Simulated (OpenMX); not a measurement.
Crystal: CuO.

```xyz
2
Lattice="2.8363 0.0000 0.0000 -1.4182 2.4563 0.0000 0.0000 0.0000 2.7681" Properties=species:S:1:pos:R:3 pbc="T T T"
Cu    0.0000    0.0000    0.0000
O     1.4182    0.8188    1.3841
```

Measurements of this composition are mostly on another form, of space group No. 15.

Base run:

```yaml
Program: OpenMX 3.8.5
Functional: PBE
Potentials_or_basis: OpenMX 2013 PBE set, Cu6.0H-s3p2d2, O6.0-s2p2d1, grid cutoff 500 Ry
k_mesh: 9 × 9 × 7
Occupations: fermi-dirac, width 0.05 eV
Spin: no spin polarisation
```

Its results: band gap on the k mesh none (metal or under the smearing width); pressure 2.6 GPa.

Problem. The run is repeated on the same cell with these changes: dispersion from none to D4. What comes out?

Solution. Band gap on the k mesh none (metal or under the smearing width); pressure -1.5 GPa.

Dispersion adds attraction, which lowers the pressure at fixed volume and, as a term added to the energy, leaves the levels alone.

Caveats: the real-space grid is too coarse here: the forces don't sum to zero and aren't listed, and the energy moves when atoms move against the grid; the basis of atomic orbitals isn't converged, which shifts pressures, moduli and gaps; an odd number of electrons without spin polarisation forces a metal; a magnetic or distorted state may lie lower; the run has no spin polarisation, though such a crystal can be magnetic; semilocal functionals often make such compounds metallic where correlation or magnetic order opens a gap, which also shifts bond lengths; pairwise dispersion overbinds metals, which lowers pressure and volume (some runs).
